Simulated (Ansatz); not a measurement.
Crystal: Ta.

```xyz
1
Lattice="-1.6513 1.6513 1.6513 1.6513 -1.6513 1.6513 1.6513 1.6513 -1.6513" Properties=species:S:1:pos:R:3 pbc="T T T"
Ta    0.0000    0.0000    0.0000
```

Base run:

| Quantity | Value |
| --- | --- |
| Program | Ansatz 0.2.0 |
| Functional | PBE |
| Potentials or basis | Ansatz PAW |
| Cutoff | 420 eV (not typed: the program's choice for these potentials) |
| k mesh | 11 × 11 × 11 |
| Occupations | gaussian, width 0.026 eV |
| Spin | no spin polarisation |

Its results: band gap on the k mesh none (metal or under the smearing width); pressure 2.1 GPa.

Question: The run is repeated on the same cell with these changes: occupations from gaussian, width 0.026 eV to fermi-dirac, width 0.05 eV. What comes out?

Answer: Band gap on the k mesh none (metal or under the smearing width); pressure 2.6 GPa.

Caveats: spin-orbit coupling is left out, which moves the levels of the heavy elements (some runs).
